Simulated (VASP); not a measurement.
# TiN (Fm-3m) in VASP: single point with PBEsol

Aim: the single point of TiN with PBEsol.

Program: VASP 6.6.1. These are calculated values, not measurements. Logs are shortened: lines on timing, memory, paths and dates and some standing lists are left out, and cuts for length are marked.

## (1) The structure

Symmetry: Fm-3m, No. 225, cubic system. Conventional cell: a = 4.206 Å, b = 4.206 Å, c = 4.206 Å, α = 90.00°, β = 90.00°, γ = 90.00°. Ti (site symmetry m-3m) has 6 N at 2.10 Å as nearest neighbours. N (site symmetry m-3m) has 6 Ti at 2.10 Å as nearest neighbours.

## (2) Single point, PBEsol

The input, INCAR:

```
ALGO = Normal ; EDIFF = 1E-7
ENCUT = 520 ; GGA = PS
ICORELEVEL = 1 ; ISIF = 2
ISMEAR = 1 ; LASPH = True
LCHARG = False ; LREAL = False
LWAVE = False ; NBANDS = 16
NELM = 80 ; PREC = Accurate
SIGMA = 0.1
```

The input, KPOINTS:

```
k-points
0
Gamma
  15 15 22
```

The input, POSCAR:

```
TiN
1.0
    2.9739992000      0.0000000000      0.0000000000
   -1.4869996000      2.5755588600      0.0000000000
    1.4869996000      0.8585196200      2.4282601800
Ti N
1 1
Direct
    0.0000000000      0.0000000000      0.0000000000
    0.0000000000      0.5000000000      0.5000000000
```

Potentials or basis: VASP PAW PBE potentials, release 64 (Ti_sv, N).

Launch:

```
$ cat potpaw_PBE.64/Ti_sv/POTCAR potpaw_PBE.64/N/POTCAR > POTCAR
$ mpirun -np 1 vasp_std > vasp.out
```

OUTCAR:

```text
EDIFF = 1E-7
   ENCUT = 520
   GGA = PS
   ISIF = 2
   ISMEAR = 1
   LASPH = True
   LREAL = False
   NELM = 80
   PREC = Accurate

 ion  position               nearest neighbor table
   1  0.000  0.000  0.000-   2 2.10   2 2.10   2 2.10   2 2.10   2 2.10   2 2.10
   2  0.000  0.500  0.500-   1 2.10   1 2.10   1 2.10   1 2.10   1 2.10   1 2.10

  LATTYP: Found a face centered cubic cell.
 ALAT       =     4.2058700031

  Lattice vectors:

 A1 = (  -2.9739992000,   0.0000000000,   0.0000000000)
 A2 = (  -1.4869996000,   0.8585196200,   2.4282601800)
 A3 = (  -1.4869996000,   2.5755588600,   0.0000000000)

Analysis of symmetry for initial positions (statically):
=====================================================================
 Subroutine PRICEL returns:
 Original cell was already a primitive cell.

 Routine SETGRP: Setting up the symmetry group for a
 face centered cubic supercell.

 Subroutine GETGRP returns: Found 48 space group operations
 (whereof 48 operations were pure point group operations)
 out of a pool of 48 trial point group operations.

The static configuration has the point symmetry O_h .

Analysis of symmetry for dynamics (positions and initial velocities):
=====================================================================
 Subroutine PRICEL returns:
 Original cell was already a primitive cell.

 Routine SETGRP: Setting up the symmetry group for a
 face centered cubic supercell.

 Subroutine GETGRP returns: Found 48 space group operations
 (whereof 48 operations were pure point group operations)
 out of a pool of 48 trial point group operations.

The dynamic configuration has the point symmetry O_h .

 Subroutine INISYM returns: Found 48 space group operations
 (whereof 48 operations are pure point group operations),
 and found     1 'primitive' translations

----------------------------------------------------------------------------------------

                                     Primitive cell

  volume of cell :      18.5998

  direct lattice vectors                    reciprocal lattice vectors
     2.973999200  0.000000000  0.000000000     0.336247569  0.194132624 -0.274544990
    -1.486999600  2.575558860  0.000000000     0.000000000  0.388265248 -0.137272495
     1.486999600  0.858519620  2.428260180     0.000000000  0.000000000  0.411817485

  length of vectors
     2.973999200  2.973999202  2.973999201     0.475525872  0.411817485  0.411817485

  position of ions in fractional coordinates (direct lattice)
     0.000000000  0.000000000  0.000000000
     0.000000000  0.500000000  0.500000000

  ion indices of the primitive-cell ions
   primitive index   ion index
                 1           1
                 2           2

----------------------------------------------------------------------------------------

 KPOINTS: k-points

Automatic generation of k-mesh.
 Grid dimensions read from file:
 generate k-points for:   15   15   22

 Generating k-lattice:

  Cartesian coordinates                     Fractional coordinates (reciprocal lattice)
     0.022416505  0.012942175 -0.018302999     0.066666667  0.000000000 -0.000000000
     0.000000000  0.025884350 -0.009151500     0.000000000  0.066666667 -0.000000000
     0.000000000  0.000000000  0.018718977     0.000000000  0.000000000  0.045454545

  Length of vectors
     0.031701725  0.027454499  0.018718977

  Shift w.r.t. Gamma in fractional coordinates (k-lattice)
     0.000000000  0.000000000  0.000000000

 -----------------------------------------------------------------------------
|                                                                             |
|           W    W    AA    RRRRR   N    N  II  N    N   GGGG   !!!           |
|           W    W   A  A   R    R  NN   N  II  NN   N  G    G  !!!           |
|           W    W  A    A  R    R  N N  N  II  N N  N  G       !!!           |
|           W WW W  AAAAAA  RRRRR   N  N N  II  N  N N  G  GGG   !            |
|           WW  WW  A    A  R   R   N   NN  II  N   NN  G    G                |
|           W    W  A    A  R    R  N    N  II  N    N   GGGG   !!!           |
|                                                                             |
|     Your reciprocal lattice and k-lattice belong to different lattice       |
|     classes:                                                                |
|                                                                             |
|        The reciprocal lattice is body-centered cubic,                       |
|        whereas your k-lattice is base-centered monoclinic.                  |
|                                                                             |
|     Results are often still useful ...                                      |
|                                                                             |
 -----------------------------------------------------------------------------

 WARNING: IBZKPT: internal override: KBLOWUP is changed to .FALSE.
      ... skipping the blow-up phase ...

 Subroutine IBZKPT returns following result:
 ===========================================

 Found   1328 irreducible k-points:

 Following reciprocal coordinates:
            Coordinates               Weight
  0.000000  0.000000  0.000000      1.000000
  0.066667  0.000000  0.000000      2.000000
  0.133333 -0.000000  0.000000      2.000000
  0.200000  0.000000  0.000000      2.000000
  0.266667 -0.000000  0.000000      2.000000
  0.333333 -0.000000  0.000000      2.000000
[... 16 lines left out ...]
  0.400000  0.133333  0.000000      4.000000
 -0.066667  0.133333 -0.000000      2.000000
 [... further k-points ...]
   k-points           NKPTS =   1328   k-points in BZ     NKDIM =   1328   number of bands    NBANDS=     16
   number of dos      NEDOS =    301   number of ions     NIONS =      2
   total plane-waves  NPLWV =  13824
   dimension x,y,z NGX =    24 NGY =   24 NGZ =   24
   dimension x,y,z NGXF=    48 NGYF=   48 NGZF=   48
   ions per type =               1   1
   NGX,Y,Z   is equivalent  to a cutoff of  13.42, 13.42, 13.42 a.u.
   NGXF,Y,Z  is equivalent  to a cutoff of  26.83, 26.83, 26.83 a.u.
 SYSTEM =  unknown system
   PREC   = accura    normal or accurate (medium, high low for compatibility)
   ISTART =      0    job   : 0-new  1-cont  2-samecut
   ICHARG =      2    charge: 1-file 2-atom 10-const
   ISPIN  =      1    spin polarized calculation?
   LNONCOLLINEAR =      F non collinear calculations
   LSORBIT =      F    spin-orbit coupling
   LASPH  =      T    aspherical Exc in radial PAW
   ENCUT  =  520.0 eV  38.22 Ry    6.18 a.u.   5.53  5.53  5.53*2*pi/ulx,y,z
   NELM   =     80;   NELMIN=  2; NELMDL= -5     # of ELM steps
   EDIFF  = 0.1E-06   stopping-criterion for ELM
   LREAL  =      F    real-space projection
   EDIFFG = 0.1E-05   stopping-criterion for IOM
   NSW    =      0    number of steps for IOM
   IBRION =     -1    ionic relax: 0-MD 1-quasi-New 2-CG
   NFREE  =      0    steps in history (QN), initial steepest desc. (CG)
   ISIF   =      2    stress and relaxation
   ISYM   =      2    0-nonsym 1-usesym 2-fastsym
   POTIM  = 0.5000    time-step for ionic-motion
   TEBEG  =    0.0;   TEEND  =   0.0 temperature during run
   PSTRESS=    0.0 pullay stress
   NELECT =      17.0000    total number of electrons
   NUPDOWN=      -1.0000    fix difference up-down
   EMIN   =  10.00;   EMAX   =-10.00  energy-range for DOS
   EFERMI =   0.00;   METHOD = LEGACY
   ISMEAR =     1;   SIGMA  =   0.10  broadening in eV -4-tet -1-fermi 0-gaus
   EFERMI_NEDOS =   21; number of points for ismear=-14 and -15
   IALGO  =     38    algorithm
   IMIX   =      4    mixing-type and parameters
     AMIX     =   0.40;   BMIX     =  1.00
     AMIX_MAG =   1.60;   BMIX_MAG =  1.00
  volume/ion in A,a.u.               =       9.30        62.76
  Fermi-wavevector in a.u.,A,eV,Ry     =   1.588749  3.002300 34.342784  2.524123
  Thomas-Fermi vector in A             =   2.687705
   LORBIT       =      0    0 simple, 1 ext, 2 COOP (PROOUT), +10 PAW based schemes
   GGA     = PS    functional components
   LHFCALC =     F    Hartree Fock is set to
   AEXX    =    0.0000 exact exchange contribution
   IVDW    =     0    specifies the selected vdW correction
   LEPSILON=     F    determine dielectric tensor
   LRPA    =     F    only Hartree local field effects (RPA)
 non-spin polarized calculation
 Methfessel and Paxton  Order N= 1 SIGMA  =   0.10
  energy-cutoff  :      520.00
  volume of cell :       18.60
 maximum number of plane-waves:       531
 NGX is ok and might be reduce to    24
   NGX = 11   NGY = 11   NGZ = 11

 number of electron      16.9999998 magnetization

 Free energy of the ion-electron system (eV)
  ---------------------------------------------------
  ext. energy  EPLUGINS =         0.00000000
  ---------------------------------------------------
  free energy    TOTEN  =       -20.77992327 eV

  energy without entropy =      -20.78010461  energy(sigma->0) =      -20.77998372

 the core state eigenenergies are
   1-  1s  -4852.0008  2s   -520.7105  2p   -427.9914
   2-  1s   -366.0624

 E-fermi :  11.6463     XC(G=0): -13.3641

 val. band max:       11.6443194540   @ k =   0.4667   0.2667   0.0909
 cond. band min:      11.6504368511   @ k =   0.4000   0.1333   0.2273
 fundamental gap:      0.0061173970
 Fermi energy:        11.6463138137

 k-point     1 :       0.0000    0.0000    0.0000
  band No.  band energies     occupation
      1     -45.9167      2.00000
      2     -21.9766      2.00000
      3     -21.9766      2.00000
      4     -21.9766      2.00000
      5      -5.5384      2.00000
      6       9.6077      2.00000
[... 8 lines left out ...]
     15      24.7905      0.00000
     16      31.7282      0.00000

 k-point     2 :       0.0667    0.0000    0.0000
  band No.  band energies     occupation
      1     -45.9104      2.00000
      2     -22.0078      2.00000
      3     -21.9865      2.00000
      4     -21.9865      2.00000
      5      -5.4178      2.00000
      6       8.6807      2.00000
[... 8 lines left out ...]
     15      24.9176      0.00000
     16      31.3460      0.00000
[... 229 lines left out ...]
 k-point    15 :       0.4000    0.0667    0.0000
  band No.  band energies     occupation
      1     -45.7757      2.00000
      2     -22.5479      2.00000
      3     -22.2086      2.00000
      4     -22.1911      2.00000
      5      -4.0361      2.00000
      6       5.5797      2.00000
[... 8 lines left out ...]
     15      24.0088      0.00000
     16      26.1176      0.00000

 k-point    16 :       0.4667    0.0667    0.0000
  band No.  band energies     occupation
      1     -45.7694      2.00000
      2     -22.5663      2.00000

------------------------ aborting loop because EDIFF is reached ----------------------------------------

  FORCE on cell =-STRESS in cart. coord.  units (eV):
  Direction    XX          YY          ZZ          XY          YZ          ZX
  --------------------------------------------------------------------------------------
  -------------------------------------------------------------------------------------
  Total        0.0060400      0.0060400      0.0060400      0.0000000     -0.0000000      0.0000000
  in kB        0.5202812      0.5202812      0.5202812      0.0000000     -0.0000000      0.0000000
  external PRESSURE =       0.5202812 kB  Pullay stress =       0.0000000 kB

 VOLUME and BASIS-vectors are now :
 -----------------------------------------------------------------------------
  energy-cutoff  :      520.00
  volume of cell :       18.60
      direct lattice vectors                 reciprocal lattice vectors
     2.973999200  0.000000000  0.000000000     0.336247569  0.194132624 -0.274544990
    -1.486999600  2.575558860  0.000000000     0.000000000  0.388265248 -0.137272495
     1.486999600  0.858519620  2.428260180     0.000000000  0.000000000  0.411817485

 POSITION                                       TOTAL-FORCE (eV/Angst)
 -----------------------------------------------------------------------------------
      0.00000      0.00000      0.00000        -0.000000      0.000000      0.000000
      0.00000      1.71704      1.21413         0.000000     -0.000000      0.000000
 -----------------------------------------------------------------------------------
    total drift:                                0.000000      0.000000      0.000000

  FREE ENERGIE OF THE ION-ELECTRON SYSTEM (eV)
  ---------------------------------------------------
  free  energy   TOTEN  =       -20.7799232689 eV

  energy  without entropy=      -20.7801046117  energy(sigma->0) =      -20.77998372
```

It took 2.3 min on 1 thread of Intel Xeon 6975P-C (Granite Rapids), shared host; peak memory 0.49 GiB.

What came out:

| Item | Value |
| --- | --- |
| Free energy | -20.7799 eV |
| Pressure | 0.1 GPa |
| Band gap on the k mesh | none (metal or under the smearing width) |

Core levels (eV, on the scale of the bands):
| atom | levels |
| --- | --- |
| 1 Ti | 1s -4852.0, 2s -520.7, 2p -428.0 |
| 2 N | 1s -366.1 |

Caveat: the PAW data sets were made with another functional, which shifts forces and pressure a little.
